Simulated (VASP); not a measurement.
## Ga2O3: how numerical settings change the zone-centre modes

How far do the zone-centre frequencies of Ga2O3 depend on the numerical settings? The starting structure is a measured crystal structure from the Crystallography Open Database.

Main program and level: VASP 6.6.1; Kohn-Sham DFT with plane waves and PAW; LDA.

## 1. Starting point

The structure is monoclinic, space group C2/m (No. 12). Conventional cell: a = 12.214 Å, b = 3.037 Å, c = 5.798 Å, α = 90.00°, β = 103.83°, γ = 90.00°. Nearest to Ga lie 6 O at 1.94 to 2.07 Å. Nearest to Ga lie 4 O at 1.83 to 1.86 Å. O has 3 Ga at 1.83 to 1.94 Å nearest. Nearest to O lie 4 Ga at 1.86 to 2.07 Å. Nearest to O lie 3 Ga at 1.83 to 1.94 Å. Farther neighbours and most contacts between anions are not listed.

As a file:

```xyz
10
Lattice="0.0000 3.0371 0.0000 -1.3860 0.0000 5.6300 6.1070 -1.5186 0.0000" Properties=species:S:1:pos:R:3 pbc="T T T"
Ga    3.2184    0.0000    3.8621
Ga    1.5026    1.5186    1.7679
Ga    4.7170    1.5186    1.1564
Ga    0.0041    0.0000    4.4736
O    -0.9803    1.5186    4.1853
O     5.7013    0.0000    1.4447
O     3.3849    1.5186    2.4592
O     1.3361    0.0000    3.1708
O     2.8640    1.5186    5.0118
O     1.8570    0.0000    0.6182
```

## 2. Reference modes

The cell comes from a relaxation at this level, not shown (103.04 Å³).

INCAR reads:

```
SYSTEM = Ga2O3
PREC = Accurate
ENCUT = 520
EDIFF = 1E-08
NELM = 100
ISMEAR = 0
SIGMA = 0.03
LREAL = .FALSE.
ALGO = Normal
GGA = CA
NBANDS = 54
LORBIT = 11
LWAVE = .FALSE.
LCHARG = .FALSE.
KPAR = 16
IBRION = 6
NFREE = 2
POTIM = 0.015
NSW = 1
ISIF = 2
```

POSCAR reads:

```
Ga2O3
1.0
    0.0000000000      3.0250690185      0.0000000000
   -1.3749254887      0.0000000000      5.6008219600
    6.0805437247     -1.5125345093      0.0055026909
Ga O
4 6
Direct
    0.3411033344      0.6855537421      0.6822066688
    0.6588966656      0.3144462579      0.3177933312
    0.9091840841      0.2047913807      0.8183681681
    0.0908159159      0.7952086193      0.1816318319
    0.5035648194      0.7442764130      0.0071296389
    0.4964351806      0.2557235870      0.9928703611
    0.8269515000      0.4381877376      0.6539029999
    0.1730485000      0.5618122624      0.3460970001
    0.8340394402      0.8904506741      0.6680788803
    0.1659605598      0.1095493259      0.3319211197
```

KPOINTS reads:

```
Automatic mesh
0
Gamma
8 4 8
0 0 0
```

The projector-augmented-wave data sets are Ga_d and O (LDA family, release 64).

Run with:

```sh
> mpirun -np 16 vasp_std
```

What it wrote:

```text
[banner, memory and clock lines left out]
running   16 mpi-ranks, on    1 nodes
 distrk:  each k-point on    1 cores,   16 groups
 distr:  one band on    1 cores,    1 groups

 POSCAR found type information on POSCAR GaO
 POSCAR found :  2 types and      10 ions
|                                                                             |
|           W    W    AA    RRRRR   N    N  II  N    N   GGGG   !!!           |
|           W    W   A  A   R    R  NN   N  II  NN   N  G    G  !!!           |
|           W    W  A    A  R    R  N N  N  II  N N  N  G       !!!           |
|           W WW W  AAAAAA  RRRRR   N  N N  II  N  N N  G  GGG   !            |
|           WW  WW  A    A  R   R   N   NN  II  N   NN  G    G                |
|           W    W  A    A  R    R  N    N  II  N    N   GGGG   !!!           |
|                                                                             |
|     For optimal performance we recommend to set                             |
|       NCORE = 2 up to number-of-cores-per-socket                            |
|     NCORE specifies how many cores store one orbital (NPAR=cpu/NCORE).      |
|     This setting can greatly improve the performance of VASP for DFT.       |
|     The default, NCORE=1 might be grossly inefficient on modern             |
|     multi-core architectures or massively parallel machines. Do your        |
|     Unfortunately you need to use the default for GW and RPA                |
|     calculations (for HF NCORE is supported but not extensively tested      |
|     yet).                                                                   |
|                                                                             |

 LDA part: xc-table for (Slater(with rela. corr.)+CA(PZ))
 , standard interpolation
 POSCAR, INCAR and KPOINTS ok, starting setup
 FFT: planning ... GRIDC
 FFT: planning ... GRID_SOFT
 FFT: planning ... GRID
 WAVECAR not read
 entering main loop
       N       E                     dE             d eps       ncg     rms          rms(c)
DAV:   1     0.120254313301E+04    0.12025E+04   -0.40265E+04  9870   0.301E+03
DAV:   2     0.184007216152E+03   -0.10185E+04   -0.96264E+03  8696   0.811E+02
DAV:   3    -0.574573863454E+02   -0.24146E+03   -0.23507E+03  9696   0.260E+02
DAV:   4    -0.766202876996E+02   -0.19163E+02   -0.18951E+02 10422   0.796E+01
DAV:   5    -0.773240632026E+02   -0.70378E+00   -0.70222E+00 10978   0.154E+01    0.171E+01
DAV:   6    -0.683289197149E+02    0.89951E+01   -0.30951E+01 15768   0.636E+01    0.478E+00
DAV:   7    -0.683832819471E+02   -0.54362E-01   -0.33034E+00  9300   0.102E+01    0.334E+00
DAV:   8    -0.682695131273E+02    0.11377E+00   -0.63457E-01 12058   0.769E+00    0.138E+00
DAV:   9    -0.682315581109E+02    0.37955E-01   -0.16253E-01 12304   0.526E+00    0.262E-01
DAV:  10    -0.682326257107E+02   -0.10676E-02   -0.23317E-02 10900   0.110E+00    0.124E-01
DAV:  11    -0.682327288875E+02   -0.10318E-03   -0.23176E-03 11290   0.604E-01    0.825E-02
DAV:  12    -0.682326828656E+02    0.46022E-04   -0.68282E-04 12000   0.381E-01    0.191E-02
DAV:  13    -0.682326853187E+02   -0.24531E-05   -0.11521E-04 11644   0.943E-02    0.554E-03
DAV:  14    -0.682326866050E+02   -0.12863E-05   -0.19788E-05 11772   0.626E-02    0.703E-03
DAV:  15    -0.682326861117E+02    0.49331E-06   -0.25481E-06 13898   0.251E-02    0.285E-03
DAV:  16    -0.682326861301E+02   -0.18419E-07   -0.14353E-06 10636   0.788E-03    0.621E-04
DAV:  17    -0.682326861301E+02    0.23647E-10   -0.12026E-07 10096   0.641E-03    0.394E-04
DAV:  18    -0.682326861309E+02   -0.81673E-09   -0.41345E-08  7706   0.328E-03
   1 F= -.68232686E+02 E0= -.68232686E+02  d E =-.186147E-15
[... from here on, the cycles between the ionic steps are left out ...]
   2 F= -.68230624E+02 E0= -.68230624E+02  d E =-.512897E-15
   3 F= -.68230634E+02 E0= -.68230634E+02  d E =-.165875E-14
   4 F= -.68231408E+02 E0= -.68231408E+02  d E =-.359939E-15
   5 F= -.68231404E+02 E0= -.68231404E+02  d E =-.153353E-12
   6 F= -.68230673E+02 E0= -.68230673E+02  d E =-.740315E-13
   7 F= -.68230620E+02 E0= -.68230620E+02  d E =-.107282E-22
   8 F= -.68230222E+02 E0= -.68230222E+02  d E =-.685124E-11
   9 F= -.68230266E+02 E0= -.68230266E+02  d E =-.590753E-26
  10 F= -.68230568E+02 E0= -.68230568E+02  d E =-.198326E-25
  11 F= -.68230574E+02 E0= -.68230574E+02  d E =-.907129E-26
  12 F= -.68229897E+02 E0= -.68229897E+02  d E =-.390568E-23
  13 F= -.68229839E+02 E0= -.68229839E+02  d E =-.604183E-12
  14 F= -.68230237E+02 E0= -.68230237E+02  d E =-.374788E-11
  15 F= -.68230149E+02 E0= -.68230149E+02  d E =-.469962E-25
  16 F= -.68230254E+02 E0= -.68230254E+02  d E =-.167955E-25
  17 F= -.68230250E+02 E0= -.68230250E+02  d E =-.831524E-26
  18 F= -.68232047E+02 E0= -.68232047E+02  d E =-.103484E-10
  19 F= -.68232051E+02 E0= -.68232051E+02  d E =-.222574E-26
  20 F= -.68230604E+02 E0= -.68230604E+02  d E =-.122248E-25
  21 F= -.68230557E+02 E0= -.68230557E+02  d E =-.871306E-11
  22 F= -.68231948E+02 E0= -.68231948E+02  d E =-.790800E-26
  23 F= -.68231954E+02 E0= -.68231954E+02  d E =-.777514E-26
  24 F= -.68230806E+02 E0= -.68230806E+02  d E =-.263381E-26
  25 F= -.68230797E+02 E0= -.68230797E+02  d E =-.215346E-25
  26 F= -.68231989E+02 E0= -.68231989E+02  d E =-.894211E-11
  27 F= -.68231988E+02 E0= -.68231988E+02  d E =-.177044E-24
  28 F= -.68231429E+02 E0= -.68231429E+02  d E =-.139409E-25
  29 F= -.68231426E+02 E0= -.68231426E+02  d E =-.106982E-25
  30 F= -.68229678E+02 E0= -.68229678E+02  d E =-.133462E-24
 Finite differences progress:
  Degree of freedom:  15/ 15
  Displacement:        1/  2
  Total:              29/ 30
 bond charge predicted
       N       E                     dE             d eps       ncg     rms          rms(c)
DAV:   1    -0.682222356981E+02    0.74423E-02   -0.48636E+00  8784   0.909E+00    0.253E-01
DAV:   2    -0.682301588434E+02   -0.79231E-02   -0.97414E-02 11048   0.284E+00    0.161E-01
DAV:   3    -0.682299051771E+02    0.25367E-03   -0.60154E-03 12152   0.631E-01    0.843E-02
DAV:   4    -0.682297563862E+02    0.14879E-03   -0.94692E-04 12706   0.345E-01    0.192E-02
DAV:   5    -0.682297984919E+02   -0.42106E-04   -0.48323E-04 10100   0.151E-01    0.130E-02
DAV:   6    -0.682297955570E+02    0.29349E-05   -0.15654E-05 12954   0.161E-01    0.773E-03
DAV:   7    -0.682297950746E+02    0.48245E-06   -0.71682E-06 14270   0.443E-02    0.259E-03
DAV:   8    -0.682297952035E+02   -0.12896E-06   -0.31314E-06 10976   0.252E-02    0.924E-04
DAV:   9    -0.682297952118E+02   -0.82746E-08   -0.34837E-07 10688   0.106E-02    0.385E-04
DAV:  10    -0.682297952183E+02   -0.64538E-08   -0.11984E-07  9768   0.618E-03    0.260E-04
DAV:  11    -0.682297952204E+02   -0.21337E-08   -0.37887E-08  7828   0.263E-03
  31 F= -.68229795E+02 E0= -.68229795E+02  d E =-.427163E-11
 Finite differences progress:
  Degree of freedom:  15/ 15
  Displacement:        2/  2
  Total:              30/ 30
```

Wall time 11 min (16 MPI ranks of Intel Xeon 6975P-C (Granite Rapids), shared host); peak memory 15 GiB.

Lines that name or quote the potential files are left out of all logs, and their timing lines are given in words.

[end of part 1 of 3]

[Lines on the potential files, build, host, timing and source positions are cut from VASP's logs without a mark.]

[Logs are printed without paths, hosts, clocks, repeated set-up lines and the standing remarks that a program may print on its own settings, such as how far it seeks lower states.]

[Hosts, paths, dates, database ids (printed as entryN), source tags and the programs' standing remarks are cut or masked in the printed files.]
